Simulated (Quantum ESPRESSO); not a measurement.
# Sn (Im-3m) in Quantum ESPRESSO: further runs

One crystal, Sn, is run at these levels: LDA; tasks: single point, equation of state.

All numbers are computed with Quantum ESPRESSO 7.5; they aren't measurements. Logs are shortened: lines on timing, memory, paths and dates and some standing lists are left out, and cuts for length are marked.

## (1) The crystal as given

Symmetry: Im-3m, No. 229, cubic system. Conventional cell: a = 3.789 Å, b = 3.789 Å, c = 3.789 Å, α = 90.00°, β = 90.00°, γ = 90.00°. Sn (site symmetry m-3m) is surrounded by 8 Sn at 3.28 Å.

This isn't the form of Sn at room conditions, which is tetragonal (white tin).

## (2) Single point, LDA, 25.57 Å³/atom

Input file pw.in:

```
&CONTROL
  calculation = 'scf'
  prefix = 'pwscf'
  outdir = './tmp'
  pseudo_dir = './pseudo'
  tstress = .true.
  disk_io = 'nowf'
/
&SYSTEM
  ibrav = 0
  nat = 1
  ntyp = 1
  ecutwfc = 68
  ecutrho = 544
  nbnd = 13
  occupations = 'smearing'
  smearing = 'fd'
  degauss = 0.00367493
/
&ELECTRONS
  conv_thr = 2d-10
  electron_maxstep = 120
  mixing_beta = 0.5
/
ATOMIC_SPECIES
Sn   118.7100 sn_lda_v1.4.uspp.F.UPF
CELL_PARAMETERS angstrom
  -1.8559746029    1.8559746029    1.8559746029
   1.8559746029   -1.8559746029    1.8559746029
   1.8559746029    1.8559746029   -1.8559746029
ATOMIC_POSITIONS crystal
Sn     0.0000000000    0.0000000000    0.0000000000
K_POINTS automatic
10 10 10 0 0 0
```

Potentials or basis: GBRV 1.5 LDA.

Started as:

```sh
$ OMP_NUM_THREADS=1 mpirun -n 2 pw.x -nk 2 -in pw.in > pw.out
```

pw.out:

```text
This program is part of the open-source Quantum ESPRESSO suite
     for quantum simulation of materials; please cite
[... 13 lines left out ...]
     --------------------
     sticks:   dense  smooth     PW     G-vecs:    dense   smooth      PW
     Sum        1511     749    265                37071    13067    2731

     Using Slab Decomposition

     bravais-lattice index     =            0
     lattice parameter (alat)  =       6.0748  a.u.
     unit-cell volume          =     172.5729 (a.u.)^3
     number of atoms/cell      =            1
     number of atomic types    =            1
     number of electrons       =        14.00
     number of Kohn-Sham states=           13
     kinetic-energy cutoff     =      68.0000  Ry
     charge density cutoff     =     544.0000  Ry
     scf convergence threshold =      2.0E-10
     mixing beta               =       0.5000
     number of iterations used =            8  plain     mixing
     Exchange-correlation=  SLA  PZ   NOGX NOGC
                           (   1   1   0   0   0   0   0)

     celldm(1)=   6.074794  celldm(2)=   0.000000  celldm(3)=   0.000000
     celldm(4)=   0.000000  celldm(5)=   0.000000  celldm(6)=   0.000000

     crystal axes: (cart. coord. in units of alat)
               a(1) = (  -0.577350   0.577350   0.577350 )
               a(2) = (   0.577350  -0.577350   0.577350 )
               a(3) = (   0.577350   0.577350  -0.577350 )

     reciprocal axes: (cart. coord. in units 2 pi/alat)
               b(1) = ( -0.000000  0.866025  0.866025 )
               b(2) = (  0.866025 -0.000000  0.866025 )
               b(3) = (  0.866025  0.866025  0.000000 )

     PseudoPot. # 1 for Sn read from file:
     sn_lda_v1.4.uspp.F.UPF
     Pseudo is Ultrasoft + core correction, Zval = 14.0
     Generated by new atomic code, or converted to UPF format
     Using radial grid of  891 points,  6 beta functions with:
                l(1) =   0
                l(2) =   0
                l(3) =   1
                l(4) =   1
                l(5) =   2
                l(6) =   2
     Q(r) pseudized with  8 coefficients,  rinner =    1.350   1.350   1.350
                                                       1.350   1.350

     atomic species   valence    mass     pseudopotential
     Sn               14.00   118.71000     Sn( 1.00)

     48 Sym. Ops., with inversion, found

   Cartesian axes

     site n.     atom                  positions (alat units)
         1        Sn     tau(   1) = (   0.0000000   0.0000000   0.0000000  )

     number of k points=    47  Fermi-Dirac smearing, width (Ry)=  0.0037
                       cart. coord. in units 2pi/alat
        k(    1) = (   0.0000000   0.0000000   0.0000000), wk =   0.0020000
        k(    2) = (   0.0866025   0.0866025   0.0000000), wk =   0.0240000
        k(    3) = (   0.1732051   0.1732051   0.0000000), wk =   0.0240000
        k(    4) = (   0.2598076   0.2598076   0.0000000), wk =   0.0240000
        k(    5) = (   0.3464102   0.3464102   0.0000000), wk =   0.0240000
        k(    6) = (  -0.4330127  -0.4330127   0.0000000), wk =   0.0120000
[... 39 lines left out ...]
        k(   46) = (  -0.8660254  -0.0866025  -0.0866025), wk =   0.0240000
        k(   47) = (  -0.8660254  -0.8660254  -0.8660254), wk =   0.0020000

     Dense  grid:    37071 G-vectors     FFT dimensions: (  45,  45,  45)

     Smooth grid:    13067 G-vectors     FFT dimensions: (  32,  32,  32)

     Initial potential from superposition of free atoms

     starting charge      13.0000, renormalised to      14.0000
     Starting wfcs are    9 randomized atomic wfcs +    4 random wfcs

     Self-consistent Calculation

     iteration #  1     ecut=    68.00 Ry     beta= 0.50
     Davidson diagonalization with overlap
     ethr =  1.00E-02,  avg # of iterations =  7.6

     total energy              =    -158.62485128 Ry
     estimated scf accuracy    <       1.15501979 Ry

     iteration #  2     ecut=    68.00 Ry     beta= 0.50
     Davidson diagonalization with overlap
     ethr =  8.25E-03,  avg # of iterations =  2.0

     total energy              =    -158.89832447 Ry
     estimated scf accuracy    <       0.01083765 Ry

     iteration #  3     ecut=    68.00 Ry     beta= 0.50
     Davidson diagonalization with overlap
     ethr =  7.74E-05,  avg # of iterations =  4.5

     total energy              =    -158.89948313 Ry
     estimated scf accuracy    <       0.00275798 Ry

     iteration #  4     ecut=    68.00 Ry     beta= 0.50
     Davidson diagonalization with overlap
     ethr =  1.97E-05,  avg # of iterations =  3.1

     total energy              =    -158.89986453 Ry
     estimated scf accuracy    <       0.00033339 Ry

     iteration #  5     ecut=    68.00 Ry     beta= 0.50
     Davidson diagonalization with overlap
     ethr =  2.38E-06,  avg # of iterations =  4.1

     total energy              =    -158.89999027 Ry
     estimated scf accuracy    <       0.00004101 Ry

     iteration #  6     ecut=    68.00 Ry     beta= 0.50
     Davidson diagonalization with overlap
     ethr =  2.93E-07,  avg # of iterations =  1.3

     total energy              =    -158.89999011 Ry
     estimated scf accuracy    <       0.00000527 Ry

     iteration #  7     ecut=    68.00 Ry     beta= 0.50
     Davidson diagonalization with overlap
     ethr =  3.76E-08,  avg # of iterations =  2.3

     total energy              =    -158.89999178 Ry
     estimated scf accuracy    <          7.3E-10 Ry

     iteration #  8     ecut=    68.00 Ry     beta= 0.50
     Davidson diagonalization with overlap
     ethr =  5.22E-12,  avg # of iterations =  8.4

     total energy              =    -158.89999185 Ry
     estimated scf accuracy    <          6.7E-09 Ry

     iteration #  9     ecut=    68.00 Ry     beta= 0.50
     Davidson diagonalization with overlap
     ethr =  5.22E-12,  avg # of iterations =  2.0

     total energy              =    -158.89999184 Ry
     estimated scf accuracy    <          3.3E-09 Ry

     iteration # 10     ecut=    68.00 Ry     beta= 0.50
     Davidson diagonalization with overlap
     ethr =  5.22E-12,  avg # of iterations =  2.0

     total energy              =    -158.89999184 Ry
     estimated scf accuracy    <          5.9E-10 Ry

[... 54 lines left out ...]
    16.4015  20.3976  22.0698  25.9187  27.6986

          k = 0.3464 0.1732 0.1732 (  1629 PWs)   bands (ev):

   -10.0462  -9.9888  -9.8868  -9.8720  -9.8322   2.6250  11.3824  13.1059
    16.6736  21.9477  22.4164  25.7364  27.2805

          k = 0.4330 0.2598 0.1732 (  1632 PWs)   bands (ev):

   -10.0508  -9.9739  -9.8804  -9.8757  -9.8035   4.1551   9.1108  11.8585
    16.0881  21.6703  23.5341  25.8664  27.5403

          k = 0.5196 0.3464 0.1732 (  1641 PWs)   bands (ev):

   -10.0531  -9.9700  -9.8836  -9.8665  -9.7954   5.4124   7.5062  11.5288
    15.8860  21.5162  24.7451  25.7679  25.9902

          k = 0.5196 0.2598 0.2598 (  1647 PWs)   bands (ev):

   -10.0449  -9.9385  -9.9008  -9.8586  -9.8207   5.5843   8.5542   9.6973
    15.7235  22.8677  23.5625  25.3179  29.3040

          k = 0.1732 0.1732 0.1732 (  1613 PWs)   bands (ev):
[... 14 lines left out ...]
          k = 0.4330 0.4330 0.1732 (  1636 PWs)   bands (ev):

   -10.0615  -9.9892  -9.8657  -9.8636  -9.7969   5.2238   7.2659  12.8607
    14.3305  23.0716  23.4849  27.7729  28.6052

          k = 0.0000 0.0000 0.1732 (  1605 PWs)   bands (ev):

   -10.0102 -10.0102 -10.0029  -9.8759  -9.8557   0.3366  17.8108  18.1151
    18.1151  21.3362  23.4171  23.4171  24.9639

          k = 0.3464 0.2598 0.2598 (  1631 PWs)   bands (ev):

   -10.0386  -9.9956  -9.8716  -9.8674  -9.8248   3.7279  10.1361  12.0619
    13.8896  24.8371  25.3268  26.9707  28.0772

          k = 0.4330 0.3464 0.2598 (  1634 PWs)   bands (ev):

   -10.0384  -9.9651  -9.8707  -9.8661  -9.8340   5.2587   8.4102  10.9659
    13.4100  24.8329  26.5254  27.2891  28.5839

          k = 0.0000-0.0866 0.2598 (  1625 PWs)   bands (ev):

   -10.0207  -9.9913  -9.9388  -9.8935  -9.8599   1.0252  14.8462  16.6795
    17.5452  20.5949  22.7221  23.2162  26.7684

          k = 0.5196 0.3464 0.3464 (  1649 PWs)   bands (ev):

   -10.0304  -9.9103  -9.9103  -9.8581  -9.8581   6.0122   9.0156   9.0156
    13.1340  26.1431  26.9324  26.9324  30.8592

          k =-0.0000-0.1732 0.3464 (  1641 PWs)   bands (ev):

   -10.0372  -9.9842  -9.8977  -9.8678  -9.8543   2.1711  11.6439  15.4731
    16.8561  20.8229  21.8635  22.9288  29.0343

          k = 0.0866-0.0866 0.3464 (  1630 PWs)   bands (ev):

   -10.0135  -9.9736  -9.9088  -9.8872  -9.8669   1.9418  13.0583  14.4119
    17.1996  19.9574  22.0419  25.0009  26.7402

          k = 0.0000-0.2598 0.4330 (  1647 PWs)   bands (ev):

   -10.0507  -9.9946  -9.8869  -9.8735  -9.7847   3.7329   8.7813  14.6949
    16.3395  20.9969  21.3322  23.5576  27.1344

          k = 0.0866-0.1732 0.4330 (  1641 PWs)   bands (ev):

   -10.0213  -9.9730  -9.9000  -9.8853  -9.8164   3.2983  10.4393  13.0850
    16.8856  20.2949  21.6286  24.9970  26.8401

          k =-0.8660-0.3464-0.3464 (  1628 PWs)   bands (ev):

   -10.0557 -10.0010  -9.8831  -9.8731  -9.7578   5.0844   6.9884  14.4270
    16.1564  20.9884  21.1546  24.8446  25.3732

          k =-0.7794-0.2598-0.3464 (  1641 PWs)   bands (ev):

   -10.0281  -9.9816  -9.9034  -9.8739  -9.7755   4.9424   7.9971  12.5330
    16.6065  20.5360  22.3752  24.2751  25.0251

          k =-0.6928-0.1732-0.3464 (  1625 PWs)   bands (ev):

   -10.0160  -9.9640  -9.9145  -9.8680  -9.7969   4.7904   9.3398  10.7776
    17.1918  20.5492  21.2646  24.2749  28.1422

          k =-0.6928-0.2598-0.2598 (  1641 PWs)   bands (ev):

   -10.0151  -9.9586  -9.9298  -9.8453  -9.7970   5.9493   8.2087  10.0884
    17.2448  20.8199  22.0306  22.4008  28.3466

          k = 0.3464 0.3464 0.3464 (  1628 PWs)   bands (ev):

    -9.9958  -9.9958  -9.8645  -9.8645  -9.8559   5.1170   9.2831  11.4106
    11.4106  27.9121  27.9122  29.0893  29.1590

          k = 0.4330 0.4330 0.3464 (  1628 PWs)   bands (ev):

    -9.9948  -9.9534  -9.8944  -9.8632  -9.8629   6.0418   8.7837  10.3241
    11.1901  28.3625  28.5964  29.5694  29.8474

          k = 0.0000 0.0000 0.3464 (  1637 PWs)   bands (ev):

    -9.9607  -9.9607  -9.9412  -9.9244  -9.8728   1.7117  14.9650  15.2722
    15.2722  18.7107  24.7543  24.7543  25.8069

          k =-0.0000-0.0866 0.4330 (  1641 PWs)   bands (ev):

    -9.9663  -9.9617  -9.9204  -9.8928  -9.8628   2.8501  12.1789  14.0933
    15.1388  18.4275  24.2864  24.7588  26.4806

          k = 0.0000-0.1732 0.5196 (  1640 PWs)   bands (ev):

    -9.9840  -9.9773  -9.9242  -9.8814  -9.7917   4.3916   9.4211  13.3350
    14.8974  19.3894  23.5186  23.7334  24.7511

          k = 0.0866-0.0866 0.5196 (  1638 PWs)   bands (ev):

    -9.9803  -9.9545  -9.9263  -9.8798  -9.8164   4.1854  10.8572  12.0972
    15.2783  18.0728  23.3267  24.0876  27.4284

          k =-0.8660-0.2598-0.2598 (  1646 PWs)   bands (ev):

    -9.9923  -9.9816  -9.9322  -9.8709  -9.7641   5.6933   7.6986  13.0743
    14.7770  20.5190  22.0110  23.5446  24.4730

          k =-0.7794-0.1732-0.2598 (  1646 PWs)   bands (ev):

    -9.9909  -9.9594  -9.9480  -9.8483  -9.7814   5.7710   8.8541  11.2465
    15.4548  18.9242  21.1468  23.5751  27.5385

          k =-0.6928-0.1732-0.1732 (  1641 PWs)   bands (ev):

    -9.9817  -9.9817  -9.9468  -9.8030  -9.8030   6.6455   9.3095   9.3095
    16.0872  19.3922  19.3922  23.3888  30.9488

          k =-0.0000-0.0000 0.5196 (  1645 PWs)   bands (ev):

    -9.9857  -9.9355  -9.8851  -9.8851  -9.8652   3.9708  12.8570  12.9243
    12.9243  16.8609  23.3517  27.1877  27.1878

          k = 0.0000-0.0866 0.6062 (  1637 PWs)   bands (ev):

   -10.0086  -9.9736  -9.8848  -9.8496  -9.8003   5.4744  10.4055  12.1703
    13.3715  16.9212  20.7071  26.6261  27.4725

          k =-0.8660-0.1732-0.1732 (  1650 PWs)   bands (ev):

   -10.0145  -9.9915  -9.8879  -9.8357  -9.7720   6.7049   8.8062  11.9108
    13.4748  17.8501  19.0058  26.4267  27.3505

          k =-0.7794-0.0866-0.1732 (  1636 PWs)   bands (ev):

   -10.0215 -10.0072  -9.8690  -9.8092  -9.7842   6.9401   9.8134  10.6249
    13.7516  16.9400  18.4219  26.5921  30.5168

          k = 0.0000 0.0000 0.6928 (  1634 PWs)   bands (ev):

   -10.0364 -10.0176  -9.8117  -9.8117  -9.8039   6.9138  11.4162  11.4162
    11.5757  15.7718  18.1423  29.2224  30.3990

          k =-0.8660-0.0866-0.0866 (  1648 PWs)   bands (ev):

   -10.0438 -10.0384  -9.8106  -9.7965  -9.7783   8.0594  10.1186  11.1564
    12.0418  16.0060  16.5647  29.3644  30.7386

          k =-0.8660-0.8660-0.8660 (  1638 PWs)   bands (ev):

   -10.0560 -10.0560  -9.7806  -9.7806  -9.7806   9.1459  10.8963  10.8963
    10.8963  15.4130  15.4130  30.6902  30.9834

     the Fermi energy is    11.4220 ev

!    total energy              =    -158.89999184 Ry
     estimated scf accuracy    <          3.7E-11 Ry
     smearing contrib. (-TS)   =      -0.00048315 Ry
     internal energy E=F+TS    =    -158.89950870 Ry

     The total energy is F=E-TS. E is the sum of the following terms:
     one-electron contribution =     -50.70888720 Ry
     hartree contribution      =      35.91787617 Ry
     xc contribution           =     -42.42157719 Ry
     ewald contribution        =    -101.68692048 Ry

     convergence has been achieved in  11 iterations

     Computing stress (Cartesian axis) and pressure

          total   stress  (Ry/bohr**3)                   (kbar)     P=       -8.08
  -0.00005491   0.00000000   0.00000000           -8.08        0.00        0.00
   0.00000000  -0.00005491   0.00000000            0.00       -8.08        0.00
   0.00000000   0.00000000  -0.00005491            0.00        0.00       -8.08

=------------------------------------------------------------------------------=
   JOB DONE.
=------------------------------------------------------------------------------=
```

Wall time 7 s (2 MPI ranks of Intel Xeon 6975P-C (Granite Rapids), shared host); peak memory 0.24 GiB.

What came out:

- Free energy: -2161.9445 eV
- Pressure: -0.8 GPa
- Band gap on the k mesh: none (metal or under the smearing width)

## (3) Single point, LDA, 26.12 Å³/atom

Edit pw.in of step 2 so:

```diff
@@ -27,5 +27,5 @@
 CELL_PARAMETERS angstrom
-  -1.8559746029    1.8559746029    1.8559746029
-   1.8559746029   -1.8559746029    1.8559746029
-   1.8559746029    1.8559746029   -1.8559746029
+  -1.8690452773    1.8690452773    1.8690452773
+   1.8690452773   -1.8690452773    1.8690452773
+   1.8690452773    1.8690452773   -1.8690452773
 ATOMIC_POSITIONS crystal
```

Potentials or basis: GBRV 1.5 LDA.

Started as:

```sh
$ OMP_NUM_THREADS=1 mpirun -n 2 pw.x -nk 2 -in pw.in > pw.out
```

Run time: 8 s. Hardware: 2 MPI ranks of Intel Xeon 6975P-C (Granite Rapids), shared host; peak memory 0.26 GiB.

Results (log left out):

- Free energy: -2161.9407 eV
- Pressure: -1.9 GPa
- Band gap on the k mesh: none (metal or under the smearing width)

## (4) Single point, LDA, 26.66 Å³/atom

Edit pw.in of step 3 so:

```diff
@@ -27,5 +27,5 @@
 CELL_PARAMETERS angstrom
-  -1.8690452773    1.8690452773    1.8690452773
-   1.8690452773   -1.8690452773    1.8690452773
-   1.8690452773    1.8690452773   -1.8690452773
+  -1.8819356520    1.8819356520    1.8819356520
+   1.8819356520   -1.8819356520    1.8819356520
+   1.8819356520    1.8819356520   -1.8819356520
 ATOMIC_POSITIONS crystal
```

Started as:

```sh
$ OMP_NUM_THREADS=1 mpirun -n 2 pw.x -nk 2 -in pw.in > pw.out
```

Run time: 8.3 s. Hardware: 2 MPI ranks of Intel Xeon 6975P-C (Granite Rapids), shared host; peak memory 0.26 GiB.

The run converged. Its results:

* Free energy: -2161.9335 eV
* Pressure: -2.8 GPa
* Band gap on the k mesh: none (metal or under the smearing width)

## (5) Single point, LDA, 27.20 Å³/atom

Edit pw.in of step 4 so:

```diff
@@ -27,5 +27,5 @@
 CELL_PARAMETERS angstrom
-  -1.8819356520    1.8819356520    1.8819356520
-   1.8819356520   -1.8819356520    1.8819356520
-   1.8819356520    1.8819356520   -1.8819356520
+  -1.8946518192    1.8946518192    1.8946518192
+   1.8946518192   -1.8946518192    1.8946518192
+   1.8946518192    1.8946518192   -1.8946518192
 ATOMIC_POSITIONS crystal
```

Started as:

```sh
$ OMP_NUM_THREADS=1 mpirun -n 2 pw.x -nk 2 -in pw.in > pw.out
```

It took 8.2 s on 2 MPI ranks of Intel Xeon 6975P-C (Granite Rapids), shared host; peak memory 0.26 GiB.

It converged, with:

```
Free energy            : -2161.9232 eV
Pressure               : -3.7 GPa
Band gap on the k mesh : none (metal or under the smearing width)
```

## (6) Single point, LDA, 27.75 Å³/atom

Edit pw.in of step 5 so:

```diff
@@ -27,5 +27,5 @@
 CELL_PARAMETERS angstrom
-  -1.8946518192    1.8946518192    1.8946518192
-   1.8946518192   -1.8946518192    1.8946518192
-   1.8946518192    1.8946518192   -1.8946518192
+  -1.9071995479    1.9071995479    1.9071995479
+   1.9071995479   -1.9071995479    1.9071995479
+   1.9071995479    1.9071995479   -1.9071995479
 ATOMIC_POSITIONS crystal
```

Potentials or basis: GBRV 1.5 LDA.

Started as:

```sh
$ OMP_NUM_THREADS=1 mpirun -n 2 pw.x -nk 2 -in pw.in > pw.out
```

Wall time 8.3 s (2 MPI ranks of Intel Xeon 6975P-C (Granite Rapids), shared host); peak memory 0.26 GiB.

It converged, with:

```
Free energy            : -2161.9104 eV
Pressure               : -4.4 GPa
Band gap on the k mesh : none (metal or under the smearing width)
```

## (7) Single point, LDA, 28.29 Å³/atom

Edit pw.in of step 6 so:

```diff
@@ -27,5 +27,5 @@
 CELL_PARAMETERS angstrom
-  -1.9071995479    1.9071995479    1.9071995479
-   1.9071995479   -1.9071995479    1.9071995479
-   1.9071995479    1.9071995479   -1.9071995479
+  -1.9195843076    1.9195843076    1.9195843076
+   1.9195843076   -1.9195843076    1.9195843076
+   1.9195843076    1.9195843076   -1.9195843076
 ATOMIC_POSITIONS crystal
```

Started as:

```sh
$ OMP_NUM_THREADS=1 mpirun -n 2 pw.x -nk 2 -in pw.in > pw.out
```

It took 8.2 s on 2 MPI ranks of Intel Xeon 6975P-C (Granite Rapids), shared host; peak memory 0.26 GiB.

It converged, with:

| Quantity | Value |
| --- | --- |
| Free energy | -2161.8951 eV |
| Pressure | -5.0 GPa |
| Band gap on the k mesh | none (metal or under the smearing width) |

## (8) Single point, LDA, 28.84 Å³/atom

Edit pw.in of step 7 so:

```diff
@@ -27,5 +27,5 @@
 CELL_PARAMETERS angstrom
-  -1.9195843076    1.9195843076    1.9195843076
-   1.9195843076   -1.9195843076    1.9195843076
-   1.9195843076    1.9195843076   -1.9195843076
+  -1.9318112889    1.9318112889    1.9318112889
+   1.9318112889   -1.9318112889    1.9318112889
+   1.9318112889    1.9318112889   -1.9318112889
 ATOMIC_POSITIONS crystal
```

Started as:

```sh
$ OMP_NUM_THREADS=1 mpirun -n 2 pw.x -nk 2 -in pw.in > pw.out
```

Wall time 8.4 s (2 MPI ranks of Intel Xeon 6975P-C (Granite Rapids), shared host); peak memory 0.26 GiB.

It converged, with:

- Free energy: -2161.8777 eV
- Pressure: -5.6 GPa
- Band gap on the k mesh: none (metal or under the smearing width)

## (9) Equation of state, LDA

Potentials or basis: GBRV 1.5 LDA.

This step only gathers the single runs of the series.

Results:

```yaml
Equilibrium_volume: "25.30 Å³/atom (rough: see the caveat)"
Bulk_modulus: 55 GPa (rough)
```

Energy against volume, from the lowest point:
```csv
volume (Å³/atom),energy (meV/atom)
25.573,0.00
26.117,3.82
26.661,11.03
27.205,21.29
27.749,34.16
28.293,49.44
28.837,66.84
```

Caveat: the minimum lies outside the volumes run.

## (10) The reference run

An earlier run on the cell as given: functional PBE; potentials or basis SSSP 1.3 efficiency PBE; cutoff 816 eV; density cutoff 6531 eV; k mesh 10 × 10 × 10; occupations fermi-dirac, width 0.05 eV; no spin polarisation.

* Pressure: 0.7 GPa
* Band gap on the k mesh: none (metal or under the smearing width)
